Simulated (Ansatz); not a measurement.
CsI:
```yaml
crystal:
  lattice:
    - [4.66629, 0.00000, 0.00000]
    - [0.00000, 4.66629, 0.00000]
    - [0.00000, 0.00000, 4.66629]
  atoms:
    - { symbol: Cs, position: [0.00000, 0.00000, 0.00000] }
    - { symbol: I, position: [0.50000, 0.50000, 0.50000] }
```

Tensor components refer to the Cartesian frame of this cell.

Give the high-frequency dielectric tensor and the Born effective charge tensors of the independent atoms from DFPT, PBE in the plane-wave PAW code Ansatz.


ε∞:
```
3.20  0.00  0.00
0.00  3.20  0.00
0.00  0.00  3.20
```
Z* of atom 1 (Cs), rows: field, columns: displacement, in e:
```
1.33  0.00  0.00
0.00  1.33  0.00
0.00  0.00  1.33
```
Z* of atom 2 (I), rows: field, columns: displacement, in e:
```
-1.33   0.00   0.00
 0.00  -1.33   0.00
 0.00   0.00  -1.33
```

Static charges for comparison (Bader): Cs1 +0.81, I2 -0.81 e. Born charges measure polarisation by displacement and can exceed these by far.

Space group Pm-3m (CsCl type). Symmetry was held in the PBE relaxation; phonons on a q-mesh show no instability. Scalar-relativistic: spin–orbit coupling is off unless named, which matters more the heavier the elements.

Potentials: the later of the program's two PAW sets.
